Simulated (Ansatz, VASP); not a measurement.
# Na: VASP beside Ansatz

```
Na
1.0
     3.57837    0.00000    0.00000
    -1.78918    3.09896    0.00000
     0.00000    0.00000    5.81300
Na
2
Direct
  0.33333 0.66667 0.25000
  0.66667 0.33333 0.75000
```

Alike in both runs: functional PBE; k mesh 12 × 12 × 7; occupations fermi-dirac, width 0.08 eV; no spin polarisation.

Ansatz relaxed the structure, and its values are those at the end. VASP's run is a single point on that final structure, the one shown.

|  | VASP | Ansatz |
| --- | --- | --- |
| version | VASP 6.6.1 | Ansatz 0.2.0 |
| potentials or method | VASP PAW PBE potentials, release 64 (Na_pv) | PAW with Ansatz's default frozen-core files, scalar-relativistic |
| plane-wave cutoff (eV) | 520 | 420 |
| valence electrons in the cell | 14 | 18 |

```tsv
	VASP	Ansatz	Ansatz less VASP
pressure (GPa)	1.4	1.4	0.00
```

The two sets of potentials don't hold the same shells in valence.
